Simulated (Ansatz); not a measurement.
The system is C.

```
CELL_PARAMETERS angstrom
2.52210 0.00000 0.00000
-1.26105 2.18420 0.00000
0.00000 0.00000 8.23710
ATOMIC_POSITIONS crystal
C 0.66667 0.33333 0.84375
C 0.33333 0.66667 0.34375
C 0.66667 0.33333 0.65625
C 0.33333 0.66667 0.15625
C 0.00000 0.00000 0.90625
C 0.00000 0.00000 0.40625
C 0.00000 0.00000 0.59375
C 0.00000 0.00000 0.09375
```

This is a hexagonal form of diamond, not graphite.

```yaml
Program: Ansatz 0.2.0
Task: relaxation of cell and atoms
Functional: RPBE
Dispersion: D4
Potentials_or_basis: Ansatz PAW
Cutoff: "420 eV (not typed: the program's choice for these potentials)"
k_mesh: 12 × 12 × 4
Occupations: fermi-dirac, width 0.05 eV
Spin: no spin polarisation
```

At the start: volume 5.67 Å³/atom.

Problem. How do energy, volume and symmetry change on relaxing?

Solution. It ends after 7 steps and the volume is 5.60 Å³/atom (-1.3 %); space group P6_3/mmc (No. 194, to 0.05 Å).

Step by step:
```tsv
step	energy change (eV)	largest force (eV/Å)	volume (Å³)
1	0.0000	0.3352	45.38
2	-0.0247	0.3559	45.01
3	-0.0314	0.1570	44.87
4	-0.0328	0.0046	44.80
5	-0.0299	0.0055	44.80
6	-0.0299	0.0006	44.78
7	-0.0299	0.0005	44.78
```

Final structure:
```cif
data_structure
_symmetry_space_group_name_H-M 'P 1'
_symmetry_Int_Tables_number 1
_cell_length_a 2.5029
_cell_length_b 2.5029
_cell_length_c 8.2550
_cell_angle_alpha 90.000
_cell_angle_beta 90.000
_cell_angle_gamma 120.000
_cell_volume 44.78
loop_
_atom_site_label
_atom_site_type_symbol
_atom_site_fract_x
_atom_site_fract_y
_atom_site_fract_z
_atom_site_occupancy
C1 C 0.66667 0.33333 0.84442 1
C2 C 0.33333 0.66667 0.34442 1
C3 C 0.66667 0.33333 0.65558 1
C4 C 0.33333 0.66667 0.15558 1
C5 C 0.00000 0.00000 0.90704 1
C6 C 0.00000 0.00000 0.40704 1
C7 C 0.00000 0.00000 0.59296 1
C8 C 0.00000 0.00000 0.09296 1
```

Caveat: the plane-wave basis is chosen anew once the cell has moved, so the energies of steps on either side of that aren't comparable; the pressure holds a Pulay correction of +0.9 GPa for the finite cutoff; the PAW data sets come from PBE, with cores solved anew for the run's functional, which leaves a small shift of forces and pressure.
